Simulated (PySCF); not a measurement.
1,3-cyclohexadiene, C₆H₈.
Bonds: C1–C2 (double), C2–C3, C3–C4, C4–C5, C5–C6 (double), C1–C6. Hydrogens: H7 on C1; H8 on C2; H9, H10 on C3; H11, H12 on C4; H13 on C5; H14 on C6.

The calculation used core-valence-separated Tamm–Dancoff BHandHLYP/aug-pcX-1 (pcseg-1 on H) in PySCF, non-relativistic, gas phase, PBE0-D3(BJ)/def2-SVP geometry.

Computed carbon K-edge spectrum, Gaussian lines of 0.3 eV full width, highest printed point 100; it ends one width below the last computed root. No empirical shift is added; at this level the pattern usually sits a few eV under experiment.

(photon energy (eV), absorption): (282.0, 4), (282.1, 20), (282.2, 61), (282.3, 100), (282.4, 93), (282.5, 70), (282.6, 79), (282.7, 92), (282.8, 64), (282.9, 25), (283.0, 5), (283.1, 1), (283.2, 0), (283.3, 0), (283.4, 0), (283.5, 0), (283.6, 0), (283.7, 0), (283.8, 0), (283.9, 0), (284.0, 0), (284.1, 0), (284.2, 0), (284.3, 0), (284.4, 0), (284.5, 0), (284.6, 0), (284.7, 1), (284.8, 3), (284.9, 4), (285.0, 2), (285.1, 1), (285.2, 0), (285.3, 1), (285.4, 6), (285.5, 25), (285.6, 57), (285.7, 78), (285.8, 64), (285.9, 34), (286.0, 24), (286.1, 48), (286.2, 77), (286.3, 69), (286.4, 34), (286.5, 9), (286.6, 2), (286.7, 1), (286.8, 4)

**Question.** Assign the maxima to core holes.

**Answer.** 5 maxima:
- 282.3 eV: C2/C5 (alkene CH carbon), 282.33 eV, f = 0.114, sum of 2, 98 % of the height at the exact maximum
- 282.7 eV: C1/C6 (alkene CH carbon), 282.69 eV, f = 0.102, sum of 2, 98 % of the height at the exact maximum
- 284.9 eV: C3/C4 (allylic carbon), 284.88 eV, f = 0.004, sum of 2, 100 % of the height at the exact maximum
- 285.7 eV: C2/C5 (alkene CH carbon), 285.76 eV, f = 0.041, sum of 2, 43 % of the height at the exact maximum; C1/C6 (alkene CH carbon), 285.71 eV, f = 0.026, sum of 2, 29 % of the height at the exact maximum; C3/C4 (allylic carbon), 285.64 eV, f = 0.029, sum of 2, 27 % of the height at the exact maximum
- 286.2 eV: C3/C4 (allylic carbon), 286.21 eV, f = 0.057, sum of 2, 64 % of the height at the exact maximum; C1/C6 (alkene CH carbon), 286.26 eV, f = 0.033, sum of 2, 36 % of the height at the exact maximum

Roots within 0.03 eV on the same or equivalent atoms count as one line; shares under 12 % aren't listed.

Vibrational structure and lifetime widths aren't in the curve. The ionisation threshold wasn't computed; near and above it a finite basis only mimics Rydberg series and continuum.

One conformer stands for the species.
